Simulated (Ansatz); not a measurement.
Relaxed AlSb (zinc blende):

```yaml
crystal:
  lattice:
    - [0.00000, 3.11275, 3.11275]
    - [3.11275, 0.00000, 3.11275]
    - [3.11275, 3.11275, 0.00000]
  atoms:
    - { symbol: Sb, position: [0.75000, 0.75000, 0.75000] }
    - { symbol: Al, position: [0.00000, 0.00000, 0.00000] }
```

In each cell atom 2 (Al, nearest neighbour Sb at 2.696 Å; its periodic images, 4.4 Å or more away, move with it) moves by s·(0.577, 0.577, 0.577) (along Cartesian [111]), the rest being held.

Method: PBE (plane waves to 420 eV, PAW, scalar-relativistic; Ansatz, a first-principles code). k mesh 10×10×10 (Γ-centred), Fermi-Dirac smearing 0.05 eV. E stands for the smeared free energy. Stress and pressure are positive under compression. F∥ is the force on the atom along that direction. AlSb was relaxed with its symmetry unable to fall. Spin-orbit coupling is left out, though Sb is heavy. ΔE is measured from the undisplaced structure.

```
s (Å)   ΔE (eV/cell)  F∥ (eV/Å)  P (GPa)
------  ------------  ---------  -------
-0.270         0.350      2.915     1.60
-0.216         0.213      2.171     0.96
-0.162         0.114      1.516     0.50
-0.108         0.048      0.940     0.20
-0.054         0.011      0.436     0.04
0.000          0.000      0.000    -0.01
0.054          0.010     -0.373     0.03
0.108          0.039     -0.687     0.15
0.162          0.084     -0.944     0.32
0.216          0.140     -1.145     0.54
0.270          0.206     -1.295     0.79
```

Derived quantities:

The energy at s = 0.270 Å is 206 meV/cell. The force along the line at s = -0.270 Å is 2.91 eV/Å, the force constant k = d²E/ds² at s = 0 (finite differences) comes out as 7.49 eV/Å² and the zone-centre optical wavenumber from k (transverse: no LO-TO term) is 304 cm⁻¹. Symmetry of the curve: not even: the negative side lies higher at ±0.270 Å. Shape of the curve: a single well with its minimum at or next to zero displacement. Harmonic estimate at the end of the scan: ½ks² = 273 meV/cell against the computed 206 meV/cell, so the well is softer than harmonic there.

The 11 points together took about 50 core-seconds (a rough figure).

(For displaced atoms, the force is minus the slope of the energy, and its curvature is a force constant, which sets phonon frequencies.)
